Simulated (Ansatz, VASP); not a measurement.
# Cross-check of CuI (Marshite) between VASP and Ansatz

Wanted: the spread between two codes on one cell, functional and k mesh.

Method: plane waves, with VASP 6.6.1 beside it; band structure at LDA, in Ansatz 0.2.0.

The database entry behind the starting cell differs from later determinations by our own check (about 0.15 % long (mineral sample)), so it need not match the best structure at ambient conditions.

### Step 1. The structure

The structure is cubic, space group F-43m (No. 216). Conventional cell: a = 6.063 Å, b = 6.063 Å, c = 6.063 Å, α = 90.00°, β = 90.00°, γ = 90.00°. Nearest to I lie 4 Cu at 2.63 Å. Cu has 4 I at 2.63 Å nearest. Farther neighbours and most contacts between anions are not listed.

### Step 2. VASP: band structure, LDA

The same path points are solved in both programs, so levels can be compared one by one.

Lines of VASP's logs that name or quote its potential files are left out, and so is its time.

Input file INCAR:

```
SYSTEM = CuI
PREC = Accurate
ENCUT = 440
EDIFF = 1E-08
NELM = 100
ISMEAR = 0
SIGMA = 0.01
LREAL = .FALSE.
ALGO = Normal
GGA = CA
NBANDS = 15
LASPH = .TRUE.
LORBIT = 11
LWAVE = .TRUE.
LCHARG = .FALSE.
KPAR = 4
```

Input file POSCAR:

```
CuI
1.0
    0.0000000000      3.0315000000      3.0315000000
    3.0315000000      0.0000000000      3.0315000000
    3.0315000000      3.0315000000      0.0000000000
I Cu
1 1
Direct
    0.0000000000      0.0000000000      0.0000000000
    0.7500000000      0.7500000000      0.7500000000
```

Input file KPOINTS:

```
Automatic mesh
0
Gamma
6 6 6
0 0 0
```

Input file KPOINTS_OPT:

```
Line mode
12
Line-mode
Reciprocal
  0.00000000   0.00000000   0.00000000 GAMMA
  0.50000000   0.00000000   0.50000000 X

  0.50000000   0.00000000   0.50000000 X
  0.50000000   0.25000000   0.75000000 W

  0.50000000   0.25000000   0.75000000 W
  0.37500000   0.37500000   0.75000000 K

  0.37500000   0.37500000   0.75000000 K
  0.00000000   0.00000000   0.00000000 GAMMA

  0.00000000   0.00000000   0.00000000 GAMMA
  0.50000000   0.50000000   0.50000000 L

  0.50000000   0.50000000   0.50000000 L
  0.62500000   0.25000000   0.62500000 U

  0.62500000   0.25000000   0.62500000 U
  0.50000000   0.25000000   0.75000000 W

  0.50000000   0.25000000   0.75000000 W
  0.50000000   0.50000000   0.50000000 L

  0.50000000   0.50000000   0.50000000 L
  0.37500000   0.37500000   0.75000000 K

  0.62500000   0.25000000   0.62500000 U
  0.50000000   0.00000000   0.50000000 X
```

PAW data sets: I_GW and Cu_GW (LDA family, release 64).

Command:

```bash
$ mpirun -np 4 vasp_std
```

Numbers of over 12 decimals in the logs are rounded to 6 here.

Output:

```text
[banner, memory and clock lines left out]
running    4 mpi-ranks, on    1 nodes
 distrk:  each k-point on    1 cores,    4 groups
 distr:  one band on    1 cores,    1 groups

 POSCAR found type information on POSCAR I Cu
 POSCAR found :  2 types and       2 ions
 LDA part: xc-table for (Slater(with rela. corr.)+CA(PZ))
 , standard interpolation
 POSCAR, INCAR and KPOINTS ok, starting setup
 FFT: planning ... GRIDC
 FFT: planning ... GRID_SOFT
 FFT: planning ... GRID
 WAVECAR not read
 entering main loop
       N       E                     dE             d eps       ncg     rms          rms(c)
DAV:   1     0.109127843116E+03    0.10913E+03   -0.72517E+03   480   0.942E+02
DAV:   2    -0.210288614586E+01   -0.11123E+03   -0.96521E+02   516   0.256E+02
DAV:   3    -0.701560847834E+01   -0.49127E+01   -0.48528E+01   641   0.559E+01
DAV:   4    -0.718670422846E+01   -0.17110E+00   -0.17104E+00   728   0.114E+01
DAV:   5    -0.718862759198E+01   -0.19234E-02   -0.19233E-02   669   0.114E+00    0.423E+00
DAV:   6    -0.712179431338E+01    0.66833E-01   -0.33384E+00   539   0.360E+01    0.753E+00
DAV:   7    -0.694661220853E+01    0.17518E+00   -0.59795E-01   614   0.191E+01    0.254E+00
DAV:   8    -0.693954453082E+01    0.70677E-02   -0.11631E-01   652   0.604E+00    0.518E-01
DAV:   9    -0.693525627074E+01    0.42883E-02   -0.18963E-02   728   0.257E+00    0.607E-02
DAV:  10    -0.693525320810E+01    0.30626E-05   -0.72119E-04   613   0.198E-01    0.334E-02
DAV:  11    -0.693524934874E+01    0.38594E-05   -0.73551E-05   755   0.144E-01    0.123E-02
DAV:  12    -0.693524960637E+01   -0.25763E-06   -0.51357E-06   592   0.242E-02    0.538E-03
DAV:  13    -0.693524919578E+01    0.41059E-06   -0.12782E-06   769   0.199E-02    0.138E-03
DAV:  14    -0.693524920195E+01   -0.61739E-08   -0.18417E-07   727   0.492E-03    0.521E-04
DAV:  15    -0.693524920078E+01    0.11732E-08   -0.64861E-09   492   0.755E-04
   1 F= -.69352492E+01 E0= -.69352492E+01  d E =-.604125E-22
 Start KPOINTS_OPT (optional k-point list driver)
k-point batch [1-16\120]
       N       E                     dE             ncg
DAV:   1     0.186157094444E+04   -0.41066E+04      480
DAV:   2     0.930662988369E+02   -0.17685E+04      530
DAV:   3     0.124533845142E+02   -0.80613E+02      648
DAV:   4     0.977864610459E+01   -0.26747E+01      744
DAV:   5     0.974308045950E+01   -0.35566E-01      676
DAV:   6     0.974191264933E+01   -0.11678E-02      727
DAV:   7     0.974189819110E+01   -0.14458E-04      693
DAV:   8     0.974189759875E+01   -0.59235E-06      761
DAV:   9     0.974189758991E+01   -0.88378E-08      566
[...]
k-point batch [113-120\120]
       N       E                     dE             ncg
DAV:   1     0.540301077427E+04   -0.34918E+04      248
DAV:   2     0.458725743134E+04   -0.81575E+03      254
DAV:   3     0.455439570562E+04   -0.32862E+02      352
DAV:   4     0.455320518736E+04   -0.11905E+01      396
DAV:   5     0.455319490886E+04   -0.10278E-01      338
DAV:   6     0.455319456598E+04   -0.34288E-03      381
DAV:   7     0.455319456229E+04   -0.36918E-05      346
DAV:   8     0.455319456216E+04   -0.13160E-06      381
DAV:   9     0.455319456216E+04   -0.17108E-08      274
 writing wavefunctions
```

Parts of OUTCAR (step 2):

```text
ion  position               nearest neighbor table
   1  0.000  0.000  0.000-   2 2.63   2 2.63   2 2.63   2 2.63
   2  0.750  0.750  0.750-   1 2.63   1 2.63   1 2.63   1 2.63

  LATTYP: Found a face centered cubic cell.
 ALAT       =     6.0630000000

 Subroutine GETGRP returns: Found 24 space group operations
 (whereof 24 operations were pure point group operations)

The static configuration has the point symmetry T_d .

 Found     16 irreducible k-points:

   k-points           NKPTS =     16   k-points in BZ     NKDIM =     16   number of bands    NBANDS=     15

   dimension x,y,z NGX =    30 NGY =   30 NGZ =   30
   dimension x,y,z NGXF=    60 NGYF=   60 NGZF=   60

   ENCUT  =  440.0 eV  32.34 Ry    5.69 a.u.   7.33  7.33  7.33*2*pi/ulx,y,z

   NELECT =      18.0000    total number of electrons

 k-points in reciprocal lattice and weights: Automatic mesh
   0.00000000  0.00000000  0.00000000       0.005
   0.16666667  0.00000000  0.00000000       0.037
   0.33333333  0.00000000  0.00000000       0.037
   0.50000000  0.00000000  0.00000000       0.019
   0.16666667  0.16666667  0.00000000       0.028
   0.33333333  0.16666667  0.00000000       0.111
   0.50000000  0.16666667  0.00000000       0.111
  -0.33333333  0.16666667  0.00000000       0.111
  -0.16666667  0.16666667  0.00000000       0.056
[...]
-0.33333333  0.33333333  0.16666667       0.111
  -0.33333333  0.50000000  0.16666667       0.056

 average (electrostatic) potential at core
       1 -93.5364       2 -55.3653

 E-fermi :   3.7536

 k-point     1 :       0.0000    0.0000    0.0000
  band No.  band energies     occupation
    ...
      5       1.7735      2.00000
      6       1.7735      2.00000
      7       3.6890      2.00000
      8       3.6890      2.00000
      9       3.6890      2.00000
     10       4.6532      0.00000
     11       8.5638      0.00000
     12       8.5638      0.00000
     13       8.5638      0.00000
     14      11.6560      0.00000
    ...

 k-point     2 :       0.1667    0.0000    0.0000
  band No.  band energies     occupation
    ...
      5       1.7645      2.00000
      6       1.7645      2.00000
      7       2.7738      2.00000
      8       3.4915      2.00000
      9       3.4915      2.00000
     10       5.6281      0.00000
     11       8.5071      0.00000
     12       8.9120      0.00000
     13       8.9120      0.00000
     14      12.5241      0.00000
    ...

 k-point     3 :       0.3333    0.0000    0.0000
  band No.  band energies     occupation
    ...
      5       1.7748      2.00000
      6       1.7748      2.00000
      7       2.0719      2.00000
      8       3.1377      2.00000
      9       3.1377      2.00000
     10       5.8251      0.00000
     11       9.1687      0.00000
     12       9.1687      0.00000
     13       9.9878      0.00000
     14      12.1734      0.00000
    ...

  Total       -1.6427572     -1.6427572     -1.6427572      0.0000000      0.0000000      0.0000000
  in kB      -47.2368847    -47.2368847    -47.2368847      0.0000000      0.0000000      0.0000000
  external PRESSURE =     -47.2368847 kB  Pullay stress =       0.0000000 kB

  energy-cutoff  :      440.00
  volume of cell :       55.72
      direct lattice vectors                 reciprocal lattice vectors
     0.000000000  3.031500000  3.031500000    -0.164934851  0.164934851  0.164934851
     3.031500000  0.000000000  3.031500000     0.164934851 -0.164934851  0.164934851
     3.031500000  3.031500000  0.000000000     0.164934851  0.164934851 -0.164934851

 POSITION                                       TOTAL-FORCE (eV/Angst)
 -----------------------------------------------------------------------------------
      0.00000      0.00000      0.00000        -0.000000     -0.000000     -0.000000
      4.54725      4.54725      4.54725         0.000000      0.000000      0.000000
 -----------------------------------------------------------------------------------
    total drift:                               -0.000000     -0.000000     -0.000000

  FREE ENERGIE OF THE ION-ELECTRON SYSTEM (eV)
  ---------------------------------------------------
  free  energy   TOTEN  =        -6.9352492008 eV

  energy  without entropy=       -6.9352492008  energy(sigma->0) =       -6.93524920

 total charge
# of ion       s       p       d       f       tot
--------------------------------------------------
    1        1.599   3.075   0.068   0.000   4.742
    2        0.331   0.262   9.270   0.003   9.866
--------------------------------------------------
tot          1.930   3.337   9.338   0.003  14.608

[... 3 further parts left out ...]
```

The run ends at a pressure of -4.72 GPa.

### Step 3. Ansatz: band structure, LDA

Ansatz runs on its default PAW (the set named soft_2) files.

The same cell, functional (in two slightly different forms), mesh and smearing now go to Ansatz, which takes its cutoff from its data sets.

Input file input.yaml:

```yaml
crystal:
  lattice:
    - [0.0, 3.0315, 3.0315]
    - [3.0315, 0.0, 3.0315]
    - [3.0315, 3.0315, 0.0]
  atoms:
    - { symbol: I, position: [0.0, 0.0, 0.0] }
    - { symbol: Cu, position: [0.75, 0.75, 0.75] }
hamiltonian:
  xc: lda
  pseudopotentials: { kind: paw }
kpoints:
  mp_grid: { grid: [6, 6, 6] }
  band_path:
    path:
      - [0.0, 0.0, 0.0]
      - [0.18182, 0.0, 0.18182]
      - [0.36364, 0.0, 0.36364]
      - [0.5, 0.0, 0.5]
      - [0.5, 0.09091, 0.59091]
      - [0.5, 0.18182, 0.68182]
      - [0.5, 0.25, 0.75]
      - [0.45455, 0.29545, 0.75]
      - [0.40909, 0.34091, 0.75]
      - [0.375, 0.375, 0.75]
      - [0.20455, 0.20455, 0.40909]
      - [0.06818, 0.06818, 0.13636]
      - [0.04545, 0.04545, 0.04545]
      - [0.22727, 0.22727, 0.22727]
      - [0.40909, 0.40909, 0.40909]
      - [0.51136, 0.47727, 0.51136]
      - [0.55682, 0.38636, 0.55682]
      - [0.60227, 0.29545, 0.60227]
      - [0.61364, 0.25, 0.63636]
      - [0.56818, 0.25, 0.68182]
      - [0.51136, 0.25, 0.73864]
      - [0.5, 0.29545, 0.70455]
      - [0.5, 0.38636, 0.61364]
      - [0.5, 0.47727, 0.52273]
      - [0.47727, 0.47727, 0.54545]
      - [0.43182, 0.43182, 0.63636]
      - [0.38636, 0.38636, 0.72727]
      - [0.60227, 0.20455, 0.60227]
      - [0.55682, 0.11364, 0.55682]
      - [0.5, 0.0, 0.5]
    npoints: 1
scf:
  occupations: { method: gaussian, width: 0.01 }
  n_extra_bands: 7
output:
  forces: true
  stress: true
  eigenvalues: true
```

Command:

```bash
$ ansatz run input.yaml --threads 2 --pin off --max-ram 4608MiB --backend cpu --events-out ev --progress --plain --runs-dir out
```

Output:

```text
scf.n_extra_bands = 7 over 18 filled bands (N_el = 36.0): the run solves 25 bands
Engine: ansatz 0.2.0, x86_64-unknown-linux-gnu
Pseudopotentials: kind: paw
Pseudopotential: I, paw, valence charge 17, recommended cutoff 420 eV (normal), I.paw.azcp
Pseudopotential: Cu, paw, valence charge 19, recommended cutoff 420 eV (normal), Cu.paw.azcp
Functional definition: SPW92
  exchange = slater_x
  correlation = pw_c
Crystal: 2 atoms, lattice volume = 55.719 Å³
Basis set: ecut = 420 eV, 1067 PW (Γ)
Bands: 25, of which v1, the nominal top of the filled ones, is band 18 counted from 1 (17 counted from 0)
Symmetry: 24 space group operations
Space group: F-43m (ITA 216), of the structure as read, at distance tolerance 3.8e-5 Å
k-points: 16 of 216 (time reversal used)
Non-local potential: I, projectors of the file, l = 0: 2, l = 1: 2, l = 2: 2, l = 3: 2
Non-local potential: Cu, projectors of the file, l = 0: 3, l = 1: 2, l = 2: 3, l = 3: 1
PAW form: soft (Blöchl's): semilocal exchange-correlation on the pseudo side does not see the compensation charge
PAW frozen core: I, regenerated for the run's functional, and the local potential with it (the file was generated under x = pbe(κ = 0.804, μ = 0.219515), c = pbe(β = 0.066725))
PAW frozen core: Cu, regenerated for the run's functional, and the local potential with it (the file was generated under x = pbe(κ = 0.804, μ = 0.219515), c = pbe(β = 0.066725))
PAW one-centre angular grid: I, 590 points (default); XC on 64 Gauss nodes
PAW one-centre angular grid: Cu, 590 points (default); XC on 64 Gauss nodes
Initial density: superposition of atomic densities (neutral atoms: chi_scale 0, normalization atom), corrected by the library's trained network
Initial wavefunctions: pseudopotential atomic-orbital guess
Functional: x = slater, c = lda
SCF iter   1: F=—  HF=-13911.721742 eV  |F-HF|=—  |Δ(HF+E_count)|=         —  Δρ=1.03e-2  dr2=2.57e-2  ethr=1.77e-3  ⟨swp⟩=6.2  Hψ=2014  notcnv=0
preconditioner: auto → none  [insulator: Δε(μ)=0.850 eV  Ē_g=11.012 eV  σ=0.010 eV  W_gap=1.00  n_scr=14 (ndim 8)  ℏωp=21.1 eV  f_vac=0.179  D(μ)=0.00/eV (n_scr^D=0)  ε∞_Penn≈4.7]
SCF iter   2: F=—  HF=-13911.725890 eV  |F-HF|=—  |Δ(HF+E_count)|=   4.15e-3  Δρ=1.07e-2  dr2=4.41e-2  ethr=7.14e-5  ⟨swp⟩=2.7  Hψ=926  notcnv=0  defer=38
SCF iter   3: F=—  HF=-13911.714824 eV  |F-HF|=—  |Δ(HF+E_count)|=   1.11e-2  Δρ=3.09e-3  dr2=2.35e-3  ethr=7.14e-5  ⟨swp⟩=2.4  Hψ=712  notcnv=0  defer=38
SCF iter   4: F=—  HF=-13911.714487 eV  |F-HF|=—  |Δ(HF+E_count)|=   3.37e-4  Δρ=6.40e-4  dr2=9.33e-5  ethr=6.53e-6  ⟨swp⟩=2.0  Hψ=650  notcnv=0  defer=38
SCF iter   5: F=—  HF=-13911.714483 eV  |F-HF|=—  |Δ(HF+E_count)|=   4.54e-6  Δρ=7.45e-5  dr2=2.23e-6  ethr=2.59e-7  ⟨swp⟩=2.0  Hψ=506  notcnv=0  defer=38
SCF iter   6: F=-13911.714482 eV  HF=-13911.714482 eV  |F-HF|=1.64e-11  |Δ(HF+E_count)|=   3.89e-7  Δρ=4.39e-6  dr2=6.20e-9  ethr=2.78e-10  ⟨swp⟩=8.7  Hψ=2296  notcnv=0
SCF 1 converged in 6 iterations: F = -13911.714482 eV  dr2 = 6.20e-9
  greatest PAW one-centre occupation: 1.000 electrons in one spin orbital (limit 2), on the Cu atom at site 1 (counted from 0), in its partial waves of l = 0
NSCF: frozen V_eff on 30 k-points
SCF converged after 6 iterations
Free energy (F): -13911.714482 eV
Harris-Foulkes:  -13911.714482 eV  (|F-HF|=1.64e-11)
Internal energy: -13911.714482 eV  (E = F + TS)
E sigma→0 (E₀):  -13911.714482 eV
Fermi energy:    8.242968 eV
--- Per-component energies (eV) ---
  E_band       = -876.483856
  E_kinetic    = 490.770977
  E_local      = -7630.647173  (includes V_loc(G=0)·N_el)
  E_nonlocal   = 322.333752
  E_hartree    = 3538.477752
  E_xc         = -214.016312
  E_vxc        = -241.151043  (∫ρ·V_xc dr)
  E_paw        = -6265.733200  (= ΣΔE_a)
  E_vpaw       = -894.751854  (= ΣTr[D̂ρ^β])
  E_aug_tail   = 0.000299  (compensation charges beyond the density's cutoff)
  E_ewald      = -4154.131452
  E_core_change = 1.230875  (= ΣΔE_core)
  E_smearing   = -0.000000  (= −TS)
  E_closure    = -0.000000  (closes the sum)
  Σ components = -13911.714482   (vs F -13911.714482, Δ=0.00e0)
--- Forces (eV/Å), atoms counted from 1 ---
  atom   1  I     -0.00000000     0.00000000     0.00000000
  atom   2  Cu     0.00000000     0.00000000     0.00000000
  max |Σ_I F_I| component: 1.88e-17 eV/Å
--- Stress (GPa, compression-positive) ---
       -4.404315      -0.000000      -0.000000
       -0.000000      -4.404315       0.000000
       -0.000000       0.000000      -4.404315
  P = ⅓ Tr σ = -4.4043 GPa (-44.043 kbar)
--- Band table (eV; the first three rows and the last of 16) ---
  k-point 0: bands = [... 14 lower, 5.8664, 7.7746, 7.7746, 7.7746, 8.7112, 12.6462, 12.6462, 12.6462, ... 3 higher]
  k-point 1: bands = [... 14 lower, 5.8575, 6.8607, 7.5773, 7.5773, 9.6914, 12.5857, 12.9940, 12.9940, ... 3 higher]
  k-point 2: bands = [... 14 lower, 5.8680, 6.1643, 7.2242, 7.2242, 9.8925, 13.2522, 13.2522, 14.0637, ... 3 higher]
  k-point 15: bands = [... 14 lower, 5.8246, 5.9476, 6.1422, 6.4327, 11.5520, 11.6335, 14.8040, 14.8570, ... 3 higher]
```

Wall time 1.7 s (2 threads of Intel Xeon Platinum 8488C (Sapphire Rapids), shared host); peak memory 0.36 GiB.

In the SCF lines HF is the Harris–Foulkes energy and dr2 the Hartree energy of the density residual, in eV; the loop may stop once dr2 is under the threshold and the program's other checks hold. Hψ counts applications of the Hamiltonian.

### Step 4. Side by side

Known differences besides the potentials themselves: the two LDA forms differ slightly; the data sets hold 36 valence electrons in Ansatz (default PAW (the set named soft_2) files) and 18 in VASP; the cutoff is 420 eV in Ansatz and 440 eV in VASP; VASP's log shows a relativistic correction to its local exchange, Ansatz's none. Total energies have different zeros and are not compared.

The two programs side by side:

```csv
quantity,Ansatz,VASP,difference
gap over the path points (eV),0.937,0.964,-0.028
```

Levels at points of the path, from each program's valence-band top (eV; 4 filled, then empty):

```csv
k (reciprocal lattice),Ansatz,VASP
0.000 0.000 0.000,-1.91 0.00 0.00 0.00 0.94 4.87 4.87,-1.92 0.00 0.00 0.00 0.96 4.88 4.88
0.182 0.000 0.182,-1.88 -0.88 -0.57 -0.57 2.65 3.72 5.97,-1.89 -0.88 -0.57 -0.57 2.67 3.73 5.98
0.364 0.000 0.364,-1.84 -1.54 -1.34 -1.34 2.75 3.12 7.80,-1.84 -1.54 -1.34 -1.34 2.76 3.13 7.81
0.500 0.000 0.500,-1.85 -1.82 -1.54 -1.54 2.61 2.84 9.00,-1.86 -1.83 -1.54 -1.54 2.61 2.85 9.02
0.500 0.091 0.591,-1.91 -1.83 -1.58 -1.44 2.99 3.17 8.20,-1.91 -1.83 -1.59 -1.45 2.99 3.18 8.21
0.500 0.182 0.682,-1.95 -1.83 -1.64 -1.33 3.96 4.01 6.75,-1.96 -1.83 -1.65 -1.33 3.97 4.03 6.75
0.500 0.250 0.750,-1.96 -1.83 -1.66 -1.30 4.45 4.59 5.94,-1.96 -1.83 -1.67 -1.31 4.47 4.59 5.94
0.455 0.295 0.750,-1.92 -1.81 -1.64 -1.30 3.89 4.59 6.33,-1.92 -1.81 -1.65 -1.30 3.90 4.60 6.34
0.409 0.341 0.750,-1.89 -1.77 -1.59 -1.28 3.20 4.57 7.14,-1.90 -1.78 -1.59 -1.29 3.20 4.58 7.15
0.375 0.375 0.750,-1.88 -1.77 -1.56 -1.28 3.01 4.56 7.45,-1.89 -1.77 -1.57 -1.28 3.02 4.57 7.45
```

Among the levels compared at these points, filled levels agree within 8 meV and empty ones within 28 meV. Not compared: the pressure (VASP's GW data sets at this cutoff don't carry it).

### Step 5. Summary of results

| Property | Result |
| --- | --- |
| difference in gap over the path points (band structure, LDA) | -0.028 eV |

The difference in gap over the path points is -0.028 eV (band structure, LDA), within the 0.08 eV picked in this series as the mark of a large difference. Such differences can come from data sets, numerical settings and the points named under the comparisons, not from the functional's error against experiment.

[Lines on the potential files, build, host, timing and source positions are cut from VASP's logs without a mark.]

[Logs are printed without paths, hosts, clocks, repeated set-up lines and the standing remarks that a program may print on its own settings, such as how far it seeks lower states.]

[Hosts, paths, dates, database ids (printed as entryN), source tags and the programs' standing remarks are cut or masked in the printed files.]
